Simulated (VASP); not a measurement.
Level of theory: r2SCAN meta-GGA, VASP's PBE PAW potentials (set 64) (plane waves; VASP).

Input for VASP

File KPOINTS:
```
Automatic mesh
0
Gamma
5 5 5
0 0 0
```

### POSCAR
```
CsI
1
    4.6119014055     0.0000000000     0.0000000000
    0.0000000000     4.6119014055     0.0000000000
   -0.0000000000     0.0000000000     4.6119014055
Cs I
1 1
Direct
  0.0000000000   0.0000000000   0.0000000000
  0.5000000000   0.5000000000   0.5000000000
```

**INCAR**
```
# general
SYSTEM   =  CsI
PREC     =  Accurate
ENCUT    =  400
LREAL    =  .False.   # projection in real space or not
LASPH    =  .True.

# electronic loop
EDIFF    =  1E-6
NELM     =  100
ALGO     =  Normal
LMAXMIX  =  4   # l cut-off of mixed one-centre charges
LMIXTAU  =  .True.

# smearing
ISMEAR   =  0   # Gaussian
SIGMA    =  0.05   # width (eV)

# functional
METAGGA  =  R2SCAN

# ions
IBRION   =  2
NSW      =  60
ISIF     =  3
EDIFFG   =  -0.01

# output
LWAVE    =  .False.
LCHARG   =  .False.
```

POTCAR, in this order: Cs_sv I (PBE.64 set). Program: vasp_std.

What VASP printed:

File OSZICAR:
```
       N       E                     dE             d eps       ncg     rms          rms(c)
DAV:   1     0.339229642742E+02    0.33923E+02   -0.55015E+03   240   0.916E+02
DAV:   2    -0.494104597388E+02   -0.83333E+02   -0.78072E+02   352   0.163E+02
DAV:   3    -0.562012013374E+02   -0.67907E+01   -0.67624E+01   296   0.509E+01
DAV:   4    -0.562952111320E+02   -0.94010E-01   -0.93985E-01   284   0.733E+00
DAV:   5    -0.562961646079E+02   -0.95348E-03   -0.95336E-03   296   0.790E-01    0.208E+00
DAV:   6    -0.537781022459E+02    0.25181E+01   -0.42591E-01   260   0.545E+00    0.202E+00
DAV:   7    -0.526017312681E+02    0.11764E+01   -0.43812E-01   244   0.475E+00    0.723E-01
DAV:   8    -0.530845408909E+02   -0.48281E+00   -0.27744E-01   240   0.544E+00    0.383E-01
DAV:   9    -0.529909824691E+02    0.93558E-01   -0.20034E-01   240   0.420E+00    0.274E-01
DAV:  10    -0.530072235899E+02   -0.16241E-01   -0.19771E-01   240   0.451E+00    0.324E-01
DAV:  11    -0.530688087607E+02   -0.61585E-01   -0.19618E-02   248   0.159E+00    0.154E-01
DAV:  12    -0.531177530810E+02   -0.48944E-01   -0.49550E-02   240   0.275E+00    0.129E-01
DAV:  13    -0.531174223176E+02    0.33076E-03   -0.78373E-04   284   0.289E-01    0.777E-02
DAV:  14    -0.531212629460E+02   -0.38406E-02   -0.66957E-03   240   0.865E-01    0.326E-02
DAV:  15    -0.531215621041E+02   -0.29916E-03   -0.23695E-04   272   0.160E-01    0.121E-02
DAV:  16    -0.531220770513E+02   -0.51495E-03   -0.16920E-04   248   0.158E-01    0.881E-03
DAV:  17    -0.531221915925E+02   -0.11454E-03   -0.69361E-05   268   0.912E-02    0.508E-03
DAV:  18    -0.531222158225E+02   -0.24230E-04   -0.97961E-06   260   0.383E-02    0.240E-03
DAV:  19    -0.531222161437E+02   -0.32124E-06   -0.57891E-07   220   0.835E-03
   1 F= -.53122216E+02 E0= -.53122216E+02  d E =-.531222E+02
```

File OUTCAR:
```
------------------------ aborting loop because EDIFF is reached ----------------------------------------
  FORCE on cell =-STRESS in cart. coord.  units (eV):
  Direction    XX          YY          ZZ          XY          YZ          ZX
  --------------------------------------------------------------------------------------
  Total        0.0054219      0.0054219      0.0054219     -0.0000000     -0.0000000      0.0000000
  in kB        0.0885562      0.0885562      0.0885562     -0.0000000     -0.0000000      0.0000000
  external PRESSURE =       0.0885562 kB  Pullay stress =       0.0000000 kB
  volume of cell :       98.09
      direct lattice vectors                 reciprocal lattice vectors
     4.611901406  0.000000000  0.000000000     0.216830308  0.000000000  0.000000000
     0.000000000  4.611901406  0.000000000     0.000000000  0.216830308  0.000000000
     0.000000000  0.000000000  4.611901406     0.000000000  0.000000000  0.216830308
 POSITION                                       TOTAL-FORCE (eV/Angst)
 -----------------------------------------------------------------------------------
      0.00000      0.00000      0.00000         0.000000      0.000000      0.000000
      2.30595      2.30595      2.30595         0.000000      0.000000      0.000000
 -----------------------------------------------------------------------------------
    total drift:                                0.000000     -0.000000     -0.000000
  FREE ENERGIE OF THE ION-ELECTRON SYSTEM (eV)
  ---------------------------------------------------
  free  energy   TOTEN  =       -53.1222161437 eV

  energy  without entropy=      -53.1222161437  energy(sigma->0) =      -53.12221614

 reached required accuracy - stopping structural energy minimisation
```
(Selected blocks of OUTCAR.)

The compound is CsI in the CsCl type structure. It was relaxed first. The start is the result of an earlier pass.
